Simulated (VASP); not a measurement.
# InP (Fm-3m) in VASP: a series of runs, part 2 of 2

VASP 6.6.1. Earlier steps stand in the parts before.

## 4. Single point, PBE

Contents of INCAR:

```
SYSTEM = InP
PREC = Accurate
ENCUT = 500
EDIFF = 1E-7
ISMEAR = 0
SIGMA = 0.02
LREAL = .FALSE.
LASPH = .TRUE.
NELM = 60
ALGO = Normal
ISIF = 2
LWAVE = .FALSE.
LCHARG = .FALSE.
GGA = PE
NBANDS = 16
```

Contents of KPOINTS:

```
regular mesh
0
G
  4 4 4
  0 0 0
```

Contents of POSCAR:

```
InP
1.0
    0.0000000000      2.7688340000      2.7688340000
    2.7688340000      0.0000000000      2.7688340000
    2.7688340000      2.7688340000      0.0000000000
In P
1 1
Direct
    0.0000000000      0.0000000000      0.0000000000
    0.5000000000      0.5000000000      0.5000000000
```

Potentials or basis: VASP PAW PBE potentials, release 64 (In_d_GW, P_GW).

On the command line:

```console
> cat potpaw_PBE.64/In_d_GW/POTCAR potpaw_PBE.64/P_GW/POTCAR > POTCAR
> mpirun -np 1 vasp_std > vasp.out
```

OUTCAR:

```text
SYSTEM = InP
   PREC = Accurate
   ENCUT = 500
   EDIFF = 1E-7
   ISMEAR = 0
   LREAL = .FALSE.
   LASPH = .TRUE.
   NELM = 60
   ISIF = 2
   GGA = PE

 ion  position               nearest neighbor table
   1  0.000  0.000  0.000-   2 2.77   2 2.77   2 2.77   2 2.77   2 2.77   2 2.77
   2  0.500  0.500  0.500-   1 2.77   1 2.77   1 2.77   1 2.77   1 2.77   1 2.77

  LATTYP: Found a face centered cubic cell.
 ALAT       =     5.5376680000

  Lattice vectors:

 A1 = (   0.0000000000,   2.7688340000,   2.7688340000)
 A2 = (   2.7688340000,   0.0000000000,   2.7688340000)
 A3 = (   2.7688340000,   2.7688340000,   0.0000000000)

Analysis of symmetry for initial positions (statically):
=====================================================================
 Subroutine PRICEL returns:
 Original cell was already a primitive cell.

 Routine SETGRP: Setting up the symmetry group for a
 face centered cubic supercell.

 Subroutine GETGRP returns: Found 48 space group operations
 (whereof 48 operations were pure point group operations)
 out of a pool of 48 trial point group operations.

The static configuration has the point symmetry O_h .

Analysis of symmetry for dynamics (positions and initial velocities):
=====================================================================
 Subroutine PRICEL returns:
 Original cell was already a primitive cell.

 Routine SETGRP: Setting up the symmetry group for a
 face centered cubic supercell.

 Subroutine GETGRP returns: Found 48 space group operations
 (whereof 48 operations were pure point group operations)
 out of a pool of 48 trial point group operations.

The dynamic configuration has the point symmetry O_h .

 Subroutine INISYM returns: Found 48 space group operations
 (whereof 48 operations are pure point group operations),
 and found     1 'primitive' translations

----------------------------------------------------------------------------------------

                                     Primitive cell

  volume of cell :      42.4542

  direct lattice vectors                    reciprocal lattice vectors
     0.000000000  2.768834000  2.768834000    -0.180581429  0.180581429  0.180581429
     2.768834000  0.000000000  2.768834000     0.180581429 -0.180581429  0.180581429
     2.768834000  2.768834000  0.000000000     0.180581429  0.180581429 -0.180581429

  length of vectors
     3.915722595  3.915722595  3.915722595     0.312776210  0.312776210  0.312776210

  position of ions in fractional coordinates (direct lattice)
     0.000000000  0.000000000  0.000000000
     0.500000000  0.500000000  0.500000000

  ion indices of the primitive-cell ions
   primitive index   ion index
                 1           1
                 2           2

----------------------------------------------------------------------------------------

 KPOINTS: regular mesh

Automatic generation of k-mesh.
 Grid dimensions read from file:
 generate k-points for:    4    4    4

 Generating k-lattice:

  Cartesian coordinates                     Fractional coordinates (reciprocal lattice)
    -0.045145357  0.045145357  0.045145357     0.250000000  0.000000000  0.000000000
     0.045145357 -0.045145357  0.045145357     0.000000000  0.250000000  0.000000000
     0.045145357  0.045145357 -0.045145357     0.000000000  0.000000000  0.250000000

  Length of vectors
     0.078194052  0.078194052  0.078194052

  Shift w.r.t. Gamma in fractional coordinates (k-lattice)
     0.000000000  0.000000000  0.000000000

 Subroutine IBZKPT returns following result:
 ===========================================

 Found      8 irreducible k-points:

 Following reciprocal coordinates:
            Coordinates               Weight
  0.000000  0.000000  0.000000      1.000000
  0.250000  0.000000  0.000000      8.000000
  0.500000  0.000000  0.000000      4.000000
  0.250000  0.250000  0.000000      6.000000
  0.500000  0.250000  0.000000     24.000000
 -0.250000  0.250000  0.000000     12.000000
  0.500000  0.500000  0.000000      3.000000
 -0.250000  0.500000  0.250000      6.000000
   k-points           NKPTS =      8   k-points in BZ     NKDIM =      8   number of bands    NBANDS=     16
   number of dos      NEDOS =    301   number of ions     NIONS =      2
   total plane-waves  NPLWV =  27000
   dimension x,y,z NGX =    30 NGY =   30 NGZ =   30
   dimension x,y,z NGXF=    60 NGYF=   60 NGZF=   60
   ions per type =               1   1
   NGX,Y,Z   is equivalent  to a cutoff of  12.74, 12.74, 12.74 a.u.
   NGXF,Y,Z  is equivalent  to a cutoff of  25.47, 25.47, 25.47 a.u.
 SYSTEM =  InP
   PREC   = accura    normal or accurate (medium, high low for compatibility)
   ISTART =      0    job   : 0-new  1-cont  2-samecut
   ICHARG =      2    charge: 1-file 2-atom 10-const
   ISPIN  =      1    spin polarized calculation?
   LNONCOLLINEAR =      F non collinear calculations
   LSORBIT =      F    spin-orbit coupling
   LASPH  =      T    aspherical Exc in radial PAW
   ENCUT  =  500.0 eV  36.75 Ry    6.06 a.u.   7.14  7.14  7.14*2*pi/ulx,y,z
   NELM   =     60;   NELMIN=  2; NELMDL= -5     # of ELM steps
   EDIFF  = 0.1E-06   stopping-criterion for ELM
   LREAL  =      F    real-space projection
   EDIFFG = 0.1E-05   stopping-criterion for IOM
   NSW    =      0    number of steps for IOM
   IBRION =     -1    ionic relax: 0-MD 1-quasi-New 2-CG
   NFREE  =      0    steps in history (QN), initial steepest desc. (CG)
   ISIF   =      2    stress and relaxation
   ISYM   =      2    0-nonsym 1-usesym 2-fastsym
   POTIM  = 0.5000    time-step for ionic-motion
   TEBEG  =    0.0;   TEEND  =   0.0 temperature during run
   PSTRESS=    0.0 pullay stress
   NELECT =      18.0000    total number of electrons
   NUPDOWN=      -1.0000    fix difference up-down
   EMIN   =  10.00;   EMAX   =-10.00  energy-range for DOS
   EFERMI =   0.00;   METHOD = LEGACY
   ISMEAR =     0;   SIGMA  =   0.02  broadening in eV -4-tet -1-fermi 0-gaus
   EFERMI_NEDOS =   21; number of points for ismear=-14 and -15
   IALGO  =     38    algorithm
   IMIX   =      4    mixing-type and parameters
     AMIX     =   0.40;   BMIX     =  1.00
     AMIX_MAG =   1.60;   BMIX_MAG =  1.00
  volume/ion in A,a.u.               =      21.23       143.25
  Fermi-wavevector in a.u.,A,eV,Ry     =   1.229869  2.324115 20.579860  1.512577
  Thomas-Fermi vector in A             =   2.364739
   LORBIT       =      0    0 simple, 1 ext, 2 COOP (PROOUT), +10 PAW based schemes
   GGA     = PE    functional components
   LHFCALC =     F    Hartree Fock is set to
   AEXX    =    0.0000 exact exchange contribution
   IVDW    =     0    specifies the selected vdW correction
   LEPSILON=     F    determine dielectric tensor
   LRPA    =     F    only Hartree local field effects (RPA)
 non-spin polarized calculation
 Gauss-broadening in eV      SIGMA  =   0.02
  energy-cutoff  :      500.00
  volume of cell :       42.45
 maximum number of plane-waves:      1090
 NGX is ok and might be reduce to    30
   NGX = 15   NGY = 15   NGZ = 15

 number of electron      18.0000007 magnetization

 Free energy of the ion-electron system (eV)
  ---------------------------------------------------
  ext. energy  EPLUGINS =         0.00000000
  ---------------------------------------------------
  free energy    TOTEN  =        -7.66205449 eV

  energy without entropy =       -7.66071384  energy(sigma->0) =       -7.66138417

 E-fermi :   5.8135     XC(G=0): -10.4115

 val. band max:        5.8090308837   @ k =   0.5000   0.0000   0.0000
 cond. band min:       6.1121281247   @ k =   0.5000   0.2500   0.0000
 fundamental gap:      0.3030972410
 Fermi energy:         5.8135370414

 k-point     1 :       0.0000    0.0000    0.0000
  band No.  band energies     occupation
      1      -8.8427      2.00000
      2      -8.8427      2.00000
      3      -8.8304      2.00000
      4      -8.8304      2.00000
      5      -8.8304      2.00000
      6      -6.3879      2.00000
[... 8 lines left out ...]
     15      13.9828      0.00000
     16      13.9828      0.00000
[... 115 lines left out ...]
 k-point     8 :      -0.2500    0.5000    0.2500
  band No.  band energies     occupation
      1      -9.0517      2.00000
      2      -8.8457      2.00000
      3      -8.8061      2.00000
      4      -8.8061      2.00000
      5      -8.7198      2.00000
      6      -3.1181      2.00000
[... 8 lines left out ...]
     15      16.9115      0.00000
     16      18.9234      0.00000

------------------------ aborting loop because EDIFF is reached ----------------------------------------

  FORCE on cell =-STRESS in cart. coord.  units (eV):
  Direction    XX          YY          ZZ          XY          YZ          ZX
  --------------------------------------------------------------------------------------
  -------------------------------------------------------------------------------------
  Total        0.0180081      0.0180081      0.0180081     -0.0000000      0.0000000     -0.0000000
  in kB        0.6796057      0.6796057      0.6796057     -0.0000000      0.0000000     -0.0000000
  external PRESSURE =       0.6796057 kB  Pullay stress =       0.0000000 kB

 VOLUME and BASIS-vectors are now :
 -----------------------------------------------------------------------------
  energy-cutoff  :      500.00
  volume of cell :       42.45
      direct lattice vectors                 reciprocal lattice vectors
     0.000000000  2.768834000  2.768834000    -0.180581429  0.180581429  0.180581429
     2.768834000  0.000000000  2.768834000     0.180581429 -0.180581429  0.180581429
     2.768834000  2.768834000  0.000000000     0.180581429  0.180581429 -0.180581429

 POSITION                                       TOTAL-FORCE (eV/Angst)
 -----------------------------------------------------------------------------------
      0.00000      0.00000      0.00000         0.000000     -0.000000     -0.000000
      2.76883      2.76883      2.76883        -0.000000      0.000000      0.000000
 -----------------------------------------------------------------------------------
    total drift:                               -0.000000      0.000000      0.000000

  FREE ENERGIE OF THE ION-ELECTRON SYSTEM (eV)
  ---------------------------------------------------
  free  energy   TOTEN  =        -7.6620544942 eV

  energy  without entropy=       -7.6607138366  energy(sigma->0) =       -7.66138417
```

OSZICAR:

```text
N       E                     dE             d eps       ncg     rms          rms(c)
DAV:   1     0.961153837496E+02    0.96115E+02   -0.76634E+03   384   0.486E+03
DAV:   2     0.712683513668E+00   -0.95403E+02   -0.92156E+02   472   0.724E+02
DAV:   3    -0.792808715045E+01   -0.86408E+01   -0.85929E+01   496   0.109E+02
DAV:   4    -0.808020677429E+01   -0.15212E+00   -0.15206E+00   344   0.151E+01
DAV:   5    -0.809876622837E+01   -0.18559E-01   -0.18556E-01   480   0.717E+00    0.593E+00
DAV:   6    -0.768623023995E+01    0.41254E+00   -0.63509E-01   440   0.533E+01    0.350E+00
DAV:   7    -0.766099184874E+01    0.25238E-01   -0.16455E-01   488   0.830E+00    0.205E+00
DAV:   8    -0.766250997361E+01   -0.15181E-02   -0.18715E-02   384   0.821E+00    0.146E-01
DAV:   9    -0.766198957128E+01    0.52040E-03   -0.24853E-03   384   0.405E+00    0.140E-01
DAV:  10    -0.766204755409E+01   -0.57983E-04   -0.23203E-04   456   0.203E-01    0.288E-02
DAV:  11    -0.766205569586E+01   -0.81418E-05   -0.41315E-05   448   0.322E-01    0.860E-03
DAV:  12    -0.766205438398E+01    0.13119E-05   -0.64251E-06   416   0.158E-01    0.781E-03
DAV:  13    -0.766205446880E+01   -0.84820E-07   -0.10106E-06   408   0.231E-02    0.219E-03
DAV:  14    -0.766205449422E+01   -0.25425E-07   -0.21170E-07   328   0.469E-03
   1 F= -.76620545E+01 E0= -.76613842E+01  d E =-.134066E-02
```

Run time: 7.4 s. Hardware: 1 thread of Intel Xeon 6975P-C (Granite Rapids), shared host; peak memory 0.17 GiB.

What came out:

```yaml
Free_energy: -7.6621 eV
Pressure: 0.1 GPa
Band_gap_on_the_k_mesh: none (metal or under the smearing width)
```

Caveat: the k mesh is coarse (spacing up to 0.49 Å⁻¹), so the values aren't converged.

## 5. Single point, PBE

Contents of INCAR:

```
PREC     = Accurate       # precision mode
ENCUT    = 450            # plane-wave cutoff, eV
EDIFF    = 1E-6           # SCF threshold, eV
ISMEAR   = 0              # smearing method
SIGMA    = 0.02           # smearing width, eV
LREAL    = F              # projectors in reciprocal space
LASPH    = T              # aspherical terms in the spheres
NELM     = 100            # most SCF steps
ALGO     = Fast           # electronic algorithm
ISIF     = 2              # what is computed and relaxed
LWAVE    = F              # write WAVECAR
LCHARG   = F              # write CHGCAR
GGA      = PE             # functional
NBANDS   = 16             # bands
```

Contents of KPOINTS:

```
regular mesh
0
Gamma
  4 4 4
```

POSCAR is that of step 4.

On the command line:

```console
> cat potpaw_PBE.64/In_d_GW/POTCAR potpaw_PBE.64/P_GW/POTCAR > POTCAR
> mpirun -np 1 vasp_std > vasp.out
```

Wall time 15 s (1 thread of AMD EPYC 9R45 (Zen 5), shared host); peak memory 0.13 GiB.

The run converged. Its results:

```yaml
Free_energy: -7.6612 eV
Pressure: -0.1 GPa
Band_gap_on_the_k_mesh: none (metal or under the smearing width)
```

Levels at points of the mesh, in eV from the Fermi level:
```
           k point  band 7  band 8  band 9  band 10  band 11  band 12
(0.00, 0.00, 0.00)   -0.44   -0.44   -0.44     0.31     6.84     6.84
(0.50, 0.00, 0.00)   -6.90    0.00    0.00     2.26     3.12     3.12
(0.50, 0.50, 0.00)   -5.17   -2.81   -2.53    -2.53     3.59     9.63
```

Caveat: the k mesh is coarse (spacing up to 0.49 Å⁻¹), so the values aren't converged.

## 6. For comparison

An earlier run on the cell as given: functional PBE; potentials or basis VASP PAW PBE potentials, release 64 (In_d, P); cutoff 520 eV; k mesh 8 × 8 × 8; occupations fermi-dirac, width 0.05 eV; no spin polarisation.

* Pressure: -0.1 GPa
* Band gap on the k mesh: none (metal or under the smearing width)

## 7. The runs side by side

| task | level | potentials or basis | k mesh | cutoff (eV) | smearing | mesh quality | gap on the mesh (eV) | pressure (GPa) |
| --- | --- | --- | --- | --- | --- | --- | --- | --- |
| atomic charges | PBEsol | VASP PAW PBE potentials, release 64 (In_d, P) | 8 × 8 × 8 | 520 | gaussian 0.02 eV | not flagged | none | -3.4 |
| electron localisation function | PBEsol | VASP PAW PBE potentials, release 64 (In_d, P) | 8 × 8 × 8 | 520 | gaussian 0.02 eV | not flagged | none | -3.4 |
| single point | PBE | VASP PAW PBE potentials, release 64 (In_d_GW, P_GW) | 4 × 4 × 4 | 500 | gaussian 0.02 eV | coarse | none | 0.1 |
| single point | PBE | VASP PAW PBE potentials, release 64 (In_d_GW, P_GW) | 4 × 4 × 4 | 450 | gaussian 0.02 eV | coarse | none | -0.1 |
| single point | PBE | VASP PAW PBE potentials, release 64 (In_d, P) | 8 × 8 × 8 | 520 | fermi-dirac 0.05 eV | not flagged | none | -0.1 |

Alike in all rows: no spin polarisation; cell as given.

Caveats: some runs use coarse meshes; the PAW data sets were made with another functional, which shifts forces and pressure a little (some runs).

Absolute energies hang on the potentials; compare differences alone.
